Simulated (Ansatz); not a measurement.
**O interstitial in Ga2O3, calculated**

All numbers are calculated (PBE, no spin polarisation, no spin-orbit coupling; Ansatz, PAW set soft_2, 420 eV, k-mesh 2×2×2 shifted by half a step), not measured.

The relaxed host crystal (Kohn–Sham gap 2.01 eV over the whole zone):

```xyz
10
Lattice="6.2271 -1.5416 0.0062 6.2271 1.5416 0.0062 -1.3980 0.0000 5.7089" Properties=species:S:1:pos:R:3 pbc="T T T"
Ga    3.2943    0.0000    3.9196
Ga    7.7619    0.0000    1.8018
Ga   11.0472    0.0000    1.1832
Ga    0.0089    0.0000    4.5382
O     5.2374    0.0000    4.2498
O     5.8187    0.0000    1.4716
O     9.6819    0.0000    2.4975
O     1.3743    0.0000    3.2239
O     1.8837    0.0000    0.6255
O     9.1725    0.0000    5.0959
```

Supercell of 40 atoms, rows of the matrix [[0,-1,-1],[-2,1,0],[-2,2,-1]] times the cell vectors; O interstitial at (0.321, 0.321, 0.083) in fractions of the cell above. Atoms are relaxed at the host's cell, from a start shaken by 0.05 Å near the defect; charged cells sit in a uniform background.

Nearest atoms to the added O: charge 0: O 1.46 Å, Ga 1.88 Å, O 2.52 Å, O 2.57 Å, O 2.68 Å, Ga 2.76 Å, Ga 2.80 Å, Ga 2.84 Å; charge -2: Ga 1.92 Å, Ga 1.93 Å, Ga 2.01 Å, O 2.38 Å, O 2.49 Å, O 2.54 Å, O 2.55 Å, O 2.81 Å.

The largest move of an atom from its ideal place is 1.3 Å at charge 0, 1.0 Å at charge -2, so the cell rearranged and didn't merely relax.

```csv
charge,gap of the cell on the mesh (eV),carriers
0,2.51,none in the bands
-2,2.35,none in the bands
```

On this mesh the host's own supercell has a gap of 2.96 eV.

Formation energy of the neutral defect: 2.21 eV, taking atoms from and to the elements' standard states (no corrections for gases), so it belongs to those chemical potentials alone.

Caveats: semilocal functionals make gaps too small, which shifts levels too; small supercell, so energies and levels can be off by tenths of an eV; one random start near the defect, so other minima are possible.
